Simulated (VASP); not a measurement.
# Si2W (I4/mmm) in VASP: a series of runs

One crystal, Si2W, is run at these levels: LDA; tasks: relaxation of cell and atoms.

Everything below comes from runs of VASP 6.6.1. Logs are shortened: lines on timing, memory, paths and dates and some standing lists are left out, and cuts for length are marked.

### 1 Starting point

Symmetry: I4/mmm, No. 139, tetragonal system. The conventional cell has a = 3.214 Å, b = 3.214 Å, c = 7.830 Å, α = 90.00°, β = 90.00°, γ = 90.00°. Around Si (site symmetry 4mm) lie 5 Si at 2.59 to 2.63 Å and 5 W at 2.62 Å. W (site symmetry 4/mmm) has 10 Si at 2.62 Å as nearest neighbours.

### 2 Relaxation of cell and atoms, LDA

INCAR

```
SYSTEM = Si2W
ALGO = Normal ; EDIFF = 1E-7
EDIFFG = -0.002 ; ENCUT = 350
IBRION = 2 ; ISIF = 3
ISMEAR = 0 ; LASPH = .TRUE.
LCHARG = .FALSE. ; LREAL = .FALSE.
LWAVE = .FALSE. ; NELM = 100
NSW = 80 ; PREC = Accurate
SIGMA = 0.1
```

KPOINTS

```
k-points
0
G
  10 10 10
  0 0 0
```

POSCAR

```
Si2W
1.0
   -1.6069000000      1.6069000000      3.9149500000
    1.6069000000     -1.6069000000      3.9149500000
    1.6069000000      1.6069000000     -3.9149500000
Si W
2 1
Direct
    0.3347000000      0.3347000000      0.0000000000
    0.6653000000      0.6653000000      0.0000000000
    0.0000000000      0.0000000000      0.0000000000
```

Potentials or basis: VASP PAW LDA potentials, release 64 (Si, W_sv).

The run is started by

```bash
$ cat potpaw_LDA.64/Si/POTCAR potpaw_LDA.64/W_sv/POTCAR > POTCAR
$ mpirun -np 1 vasp_std > vasp.out
```

OUTCAR:

```text
SYSTEM = Si2W
   EDIFF = 1E-7
   EDIFFG = -0.002
   ENCUT = 350
   IBRION = 2
   ISIF = 3
   ISMEAR = 0
   LASPH = .TRUE.
   LREAL = .FALSE.
   NELM = 100
   NSW = 80
   PREC = Accurate

 ion  position               nearest neighbor table
   1  0.335  0.335  0.000-   2 2.59   3 2.62   3 2.62   3 2.62   3 2.62   3 2.62   2 2.63   2 2.63
                             2 2.63   2 2.63
   2  0.665  0.665  0.000-   1 2.59   3 2.62   3 2.62   3 2.62   3 2.62   3 2.62   1 2.63   1 2.63
                             1 2.63   1 2.63
   3  0.000  0.000  0.000-   2 2.62   2 2.62   2 2.62   1 2.62   2 2.62   1 2.62   1 2.62   1 2.62
                             1 2.62   2 2.62

  LATTYP: Found a body centered tetragonal cell.
 ALAT       =     3.2138000000
 C/A-ratio  =     2.4363370465

  Lattice vectors:

 A1 = (  -1.6069000000,   1.6069000000,   3.9149500000)
 A2 = (   1.6069000000,  -1.6069000000,   3.9149500000)
 A3 = (   1.6069000000,   1.6069000000,  -3.9149500000)

Analysis of symmetry for initial positions (statically):
=====================================================================
 Subroutine PRICEL returns:
 Original cell was already a primitive cell.

 Routine SETGRP: Setting up the symmetry group for a
 body centered tetragonal supercell.

 Subroutine GETGRP returns: Found 16 space group operations
 (whereof 16 operations were pure point group operations)
 out of a pool of 16 trial point group operations.

The static configuration has the point symmetry D_4h.

Analysis of symmetry for dynamics (positions and initial velocities):
=====================================================================
 Subroutine PRICEL returns:
 Original cell was already a primitive cell.

 Routine SETGRP: Setting up the symmetry group for a
 body centered tetragonal supercell.

 Subroutine GETGRP returns: Found 16 space group operations
 (whereof 16 operations were pure point group operations)
 out of a pool of 16 trial point group operations.

The dynamic configuration has the point symmetry D_4h.

 Subroutine INISYM returns: Found 16 space group operations
 (whereof 16 operations are pure point group operations),
 and found     1 'primitive' translations

----------------------------------------------------------------------------------------

                                     Primitive cell

  volume of cell :      40.4356

  direct lattice vectors                    reciprocal lattice vectors
    -1.606900000  1.606900000  3.914950000     0.000000000  0.311158131  0.127715552
     1.606900000 -1.606900000  3.914950000     0.311158131  0.000000000  0.127715552
     1.606900000  1.606900000 -3.914950000     0.311158131  0.311158131  0.000000000

  length of vectors
     4.526708376  4.526708376  4.526708376     0.336348992  0.336348992  0.440044048

  position of ions in fractional coordinates (direct lattice)
     0.334700000  0.334700000  0.000000000
     0.665300000  0.665300000  0.000000000
     0.000000000  0.000000000  0.000000000

  ion indices of the primitive-cell ions
   primitive index   ion index
                 1           1
                 2           2
                 3           3

----------------------------------------------------------------------------------------

 KPOINTS: k-points

Automatic generation of k-mesh.
 Grid dimensions read from file:
 generate k-points for:   10   10   10

 Generating k-lattice:

  Cartesian coordinates                     Fractional coordinates (reciprocal lattice)
     0.000000000  0.031115813  0.012771555     0.100000000  0.000000000  0.000000000
     0.031115813  0.000000000  0.012771555     0.000000000  0.100000000  0.000000000
     0.031115813  0.031115813  0.000000000     0.000000000  0.000000000  0.100000000

  Length of vectors
     0.033634899  0.033634899  0.044004405

  Shift w.r.t. Gamma in fractional coordinates (k-lattice)
     0.000000000  0.000000000  0.000000000

 Subroutine IBZKPT returns following result:
 ===========================================

 Found    102 irreducible k-points:

 Following reciprocal coordinates:
            Coordinates               Weight
  0.000000  0.000000  0.000000      1.000000
  0.100000 -0.000000  0.000000      8.000000
  0.200000 -0.000000  0.000000      8.000000
  0.300000  0.000000 -0.000000      8.000000
  0.400000  0.000000  0.000000      8.000000
  0.500000  0.000000  0.000000      4.000000
[... 16 lines left out ...]
  0.300000  0.300000 -0.000000      8.000000
  0.400000  0.300000 -0.000000     16.000000
 [... further k-points ...]
   k-points           NKPTS =    102   k-points in BZ     NKDIM =    102   number of bands    NBANDS=     15
   number of dos      NEDOS =    301   number of ions     NIONS =      3
   total plane-waves  NPLWV =  21952
   dimension x,y,z NGX =    28 NGY =   28 NGZ =   28
   dimension x,y,z NGXF=    56 NGYF=   56 NGZF=   56
   ions per type =               2   1
   NGX,Y,Z   is equivalent  to a cutoff of  10.28, 10.28, 10.28 a.u.
   NGXF,Y,Z  is equivalent  to a cutoff of  20.57, 20.57, 20.57 a.u.
 SYSTEM =  Si2W
   PREC   = accura    normal or accurate (medium, high low for compatibility)
   ISTART =      0    job   : 0-new  1-cont  2-samecut
   ICHARG =      2    charge: 1-file 2-atom 10-const
   ISPIN  =      1    spin polarized calculation?
   LNONCOLLINEAR =      F non collinear calculations
   LSORBIT =      F    spin-orbit coupling
   LASPH  =      T    aspherical Exc in radial PAW
   ENCUT  =  350.0 eV  25.72 Ry    5.07 a.u.   6.91  6.91  6.91*2*pi/ulx,y,z
   NELM   =    100;   NELMIN=  2; NELMDL= -5     # of ELM steps
   EDIFF  = 0.1E-06   stopping-criterion for ELM
   LREAL  =      F    real-space projection
   EDIFFG = -.2E-02   stopping-criterion for IOM
   NSW    =     80    number of steps for IOM
   IBRION =      2    ionic relax: 0-MD 1-quasi-New 2-CG
   NFREE  =      1    steps in history (QN), initial steepest desc. (CG)
   ISIF   =      3    stress and relaxation
   ISYM   =      2    0-nonsym 1-usesym 2-fastsym
   POTIM  = 0.5000    time-step for ionic-motion
   TEBEG  =    0.0;   TEEND  =   0.0 temperature during run
   PSTRESS=    0.0 pullay stress
   NELECT =      22.0000    total number of electrons
   NUPDOWN=      -1.0000    fix difference up-down
   EMIN   =  10.00;   EMAX   =-10.00  energy-range for DOS
   EFERMI =   0.00;   METHOD = LEGACY
   ISMEAR =     0;   SIGMA  =   0.10  broadening in eV -4-tet -1-fermi 0-gaus
   EFERMI_NEDOS =   21; number of points for ismear=-14 and -15
   IALGO  =     38    algorithm
   IMIX   =      4    mixing-type and parameters
     AMIX     =   0.40;   BMIX     =  1.00
     AMIX_MAG =   1.60;   BMIX_MAG =  1.00
  volume/ion in A,a.u.               =      13.48        90.96
  Fermi-wavevector in a.u.,A,eV,Ry     =   1.336476  2.525573 24.302284  1.786167
  Thomas-Fermi vector in A             =   2.465099
   LORBIT       =      0    0 simple, 1 ext, 2 COOP (PROOUT), +10 PAW based schemes
   GGA     = CA    functional components
   LHFCALC =     F    Hartree Fock is set to
   AEXX    =    0.0000 exact exchange contribution
   IVDW    =     0    specifies the selected vdW correction
   LEPSILON=     F    determine dielectric tensor
   LRPA    =     F    only Hartree local field effects (RPA)
 conjugate gradient relaxation of ions
 non-spin polarized calculation
 Gauss-broadening in eV      SIGMA  =   0.10
  energy-cutoff  :      350.00
  volume of cell :       40.44
 maximum number of plane-waves:       612
   NGX = 13   NGY = 13   NGZ = 13

--------------------------------------- Ionic step        1  -------------------------------------------

 number of electron      22.0000001 magnetization

 Free energy of the ion-electron system (eV)
  ---------------------------------------------------
  ext. energy  EPLUGINS =         0.00000000
  ---------------------------------------------------
  free energy    TOTEN  =       -27.33529023 eV

  energy without entropy =      -27.33292207  energy(sigma->0) =      -27.33410615

------------------------ aborting loop because EDIFF is reached ----------------------------------------

  FORCE on cell =-STRESS in cart. coord.  units (eV):
  Direction    XX          YY          ZZ          XY          YZ          ZX
  --------------------------------------------------------------------------------------
  -------------------------------------------------------------------------------------
  Total       -1.2868989     -1.2868989     -1.3485144      0.0000000      0.0000000      0.0000000
  in kB      -50.9907135    -50.9907135    -53.4321023      0.0000000      0.0000000      0.0000000
  external PRESSURE =     -51.8045098 kB  Pullay stress =       0.0000000 kB

 VOLUME and BASIS-vectors are now :
 -----------------------------------------------------------------------------
  energy-cutoff  :      350.00
  volume of cell :       40.44
      direct lattice vectors                 reciprocal lattice vectors
    -1.606900000  1.606900000  3.914950000     0.000000000  0.311158131  0.127715552
     1.606900000 -1.606900000  3.914950000     0.311158131  0.000000000  0.127715552
     1.606900000  1.606900000 -3.914950000     0.311158131  0.311158131  0.000000000
[... 260 lines left out ...]
 POSITION                                       TOTAL-FORCE (eV/Angst)
 -----------------------------------------------------------------------------------
      0.00000      0.00000      2.60379         0.000000      0.000000     -0.002692
      0.00000      0.00000      5.17386         0.000000      0.000000      0.002692
      0.00000      0.00000      0.00000        -0.000000     -0.000000      0.000000
 -----------------------------------------------------------------------------------
    total drift:                                0.000000     -0.000000      0.000000

  FREE ENERGIE OF THE ION-ELECTRON SYSTEM (eV)
  ---------------------------------------------------
  free  energy   TOTEN  =       -27.3500582205 eV

  energy  without entropy=      -27.3476776332  energy(sigma->0) =      -27.34886793

--------------------------------------- Ionic step        9  -------------------------------------------

 number of electron      22.0000002 magnetization

 Free energy of the ion-electron system (eV)
  ---------------------------------------------------
  ext. energy  EPLUGINS =         0.00000000
  ---------------------------------------------------
  free energy    TOTEN  =       -27.35005878 eV

  energy without entropy =      -27.34766968  energy(sigma->0) =      -27.34886423

 E-fermi :  12.2035     XC(G=0): -12.7528

 val. band max:       12.2011345994   @ k =  -0.2000  -0.3000   0.2000
 cond. band min:      12.2245352082   @ k =  -0.4000   0.4000   0.4000
 fundamental gap:      0.0234006088
 Fermi energy:        12.2034770493

 k-point     1 :       0.0000    0.0000    0.0000
  band No.  band energies     occupation
      1     -61.1375      2.00000
      2     -25.6872      2.00000
      3     -25.6453      2.00000
      4     -25.6453      2.00000
      5      -1.9676      2.00000
      6       5.2497      2.00000
      7       8.5330      2.00000
      8       8.7594      2.00000
      9       9.3255      2.00000
     10       9.3255      2.00000
     11      12.8363      0.00000
     12      15.1008      0.00000
     13      15.1582      0.00000
     14      15.3890      0.00000
     15      15.3890      0.00000
[... 397 lines left out ...]
 k-point    24 :       0.4000    0.3000   -0.0000
  band No.  band energies     occupation
      1     -61.1237      2.00000
      2     -25.8436      2.00000
      3     -25.7778      2.00000
      4     -25.6555      2.00000
      5       2.4004      2.00000
      6       3.4669      2.00000
      7       5.9994      2.00000
      8       7.6742      2.00000
      9       8.8160      2.00000
     10       9.6554      2.00000
     11      10.0818      2.00000
     12      12.7243      0.00000
     13      14.0134      0.00000
     14      16.0286      0.00000
     15      17.1489      0.00000

 [... further k-points ...]

------------------------ aborting loop because EDIFF is reached ----------------------------------------

  FORCE on cell =-STRESS in cart. coord.  units (eV):
  Direction    XX          YY          ZZ          XY          YZ          ZX
  --------------------------------------------------------------------------------------
  -------------------------------------------------------------------------------------
  Total       -0.0010023     -0.0010023      0.0012236      0.0000000      0.0000000      0.0000000
  in kB       -0.0406140     -0.0406140      0.0495812      0.0000000      0.0000000      0.0000000
  external PRESSURE =      -0.0105490 kB  Pullay stress =       0.0000000 kB

 VOLUME and BASIS-vectors are now :
 -----------------------------------------------------------------------------
  energy-cutoff  :      350.00
  volume of cell :       39.54
      direct lattice vectors                 reciprocal lattice vectors
    -1.594387864  1.594387864  3.888565504     0.000000000  0.313599979  0.128582121
     1.594387864 -1.594387864  3.888565504     0.313599979  0.000000000  0.128582121
     1.594387864  1.594387864 -3.888565504     0.313599979  0.313599979  0.000000000

 POSITION                                       TOTAL-FORCE (eV/Angst)
 -----------------------------------------------------------------------------------
      0.00000      0.00000      2.60340        -0.000000     -0.000000      0.001166
      0.00000      0.00000      5.17373         0.000000      0.000000     -0.001166
      0.00000      0.00000      0.00000         0.000000      0.000000      0.000000
 -----------------------------------------------------------------------------------
    total drift:                                0.000000     -0.000000      0.000000

  FREE ENERGIE OF THE ION-ELECTRON SYSTEM (eV)
  ---------------------------------------------------
  free  energy   TOTEN  =       -27.3500587786 eV

  energy  without entropy=      -27.3476696758  energy(sigma->0) =      -27.34886423

 reached required accuracy - stopping structural energy minimisation
```

Run time: 3.9 min. Hardware: 1 thread of Intel Xeon Platinum 8259CL at 2.50GHz (Skylake/Cascade Lake), shared host; peak memory 0.17 GiB.

Results:

| Property | Result |
| --- | --- |
| Free energy | -27.3501 eV |
| Relaxed volume | 13.18 Å³/atom |
| Relaxed cell | a = 4.495 Å, b = 4.495 Å, c = 4.495 Å, α = 138.45°, β = 138.45°, γ = 60.22° |
| Space group after relaxing (to 0.05 Å) | I4/mmm (No. 139) |
| Energy gained by relaxing | 4.9 meV/atom |
| Ionic steps | 9 |
| Pressure after relaxing | 0.0 GPa |
| Band gap on the k mesh | none (metal or under the smearing width) |

Step by step:
```csv
step,energy change (eV),largest force (eV/Å),pressure (GPa),volume (Å³)
1,0.0000,0.0711,-5.18,40.44
2,0.0399,0.1869,11.16,37.94
3,-0.0147,0.0111,-0.08,39.56
4,-0.0147,0.0127,0.02,39.55
5,-0.0148,0.0046,0.04,39.53
6,-0.0148,0.0071,0.03,39.54
7,-0.0148,0.0007,-0.05,39.55
8,-0.0148,0.0027,-0.03,39.54
9,-0.0148,0.0012,0.00,39.54
```

Final structure:
```
Si W
1.0
    -1.59439    1.59439    3.88857
     1.59439   -1.59439    3.88857
     1.59439    1.59439   -3.88857
Si W
2 1
Direct
  0.33475 0.33475 0.00000
  0.66525 0.66525 0.00000
  0.00000 0.00000 0.00000
```

Spin-orbit coupling is left out, which matters for the levels of W. LDA usually gives volumes a few per cent too small.

### 3 Relaxation of cell and atoms, LDA

This run uses another cell than the first one, of 13.18 Å³/atom, 0.978 times its volume.

INCAR is that of step 2.

KPOINTS is that of step 2.

POSCAR

```
Si2W                                    
1.0
   -1.5943878642      1.5943878642      3.8885655036
    1.5943878642     -1.5943878642      3.8885655036
    1.5943878642      1.5943878642     -3.8885655036
  Si              W             
     2     1
Direct
     0.3347508708422939    0.3347508708422939    0.0000000000000000
     0.6652491291577063    0.6652491291577063    0.0000000000000000
     0.0000000000000000    0.0000000000000000    0.0000000000000000
```

Potentials or basis: VASP PAW LDA potentials, release 64 (Si, W_sv).

The run is started by

```bash
$ cat potpaw_LDA.64/Si/POTCAR potpaw_LDA.64/W_sv/POTCAR > POTCAR
$ mpirun -np 1 vasp_std > vasp.out
```

Run time: 92 s. Hardware: 1 thread of Intel Xeon Platinum 8259CL at 2.50GHz (Skylake/Cascade Lake), shared host; peak memory 0.16 GiB.

Results (log left out):

```yaml
Free_energy: -27.3484 eV
Relaxed_volume: 13.18 Å³/atom
Relaxed_cell: a = 4.495 Å, b = 4.495 Å, c = 4.495 Å, α = 138.45°, β = 138.45°, γ = 60.21°
Space_group_after_relaxing_to_0.05_Å: I4/mmm (No. 139)
Energy_gained_by_relaxing: 0.0 meV/atom
Ionic_steps: 3
Pressure_after_relaxing: 0.0 GPa
Band_gap_on_the_k_mesh: none (metal or under the smearing width)
```

Final structure:
```
Si W
1.0
    -1.59432    1.59432    3.88849
     1.59432   -1.59432    3.88849
     1.59432    1.59432   -3.88849
Si W
2 1
Direct
  0.33475 0.33475 0.00000
  0.66525 0.66525 0.00000
  0.00000 0.00000 0.00000
```

Levels at points of the mesh, in eV from the Fermi level:
| k point | band 7 | band 8 | band 9 | band 10 | band 11 | band 12 | band 13 | band 14 | band 15 |
| --- | --- | --- | --- | --- | --- | --- | --- | --- | --- |
| (0.00, 0.00, 0.00) | -3.67 | -3.44 | -2.88 | -2.88 | 0.63 | 2.90 | 2.95 | 3.19 | 3.19 |
| (0.50, 0.00, 0.00) | -5.80 | -4.84 | -2.84 | -2.84 | -0.45 | 2.76 | 2.85 | 4.01 | 4.57 |
| (0.50, 0.50, 0.00) | -6.00 | -5.45 | -5.05 | -3.33 | -1.66 | 2.91 | 3.02 | 3.21 | 3.99 |
| (0.50, 0.50, 0.50) | -3.97 | -2.62 | -0.78 | -0.78 | -0.52 | -0.52 | 0.82 | 4.57 | 5.05 |

Spin-orbit coupling is left out, which matters for the levels of W.
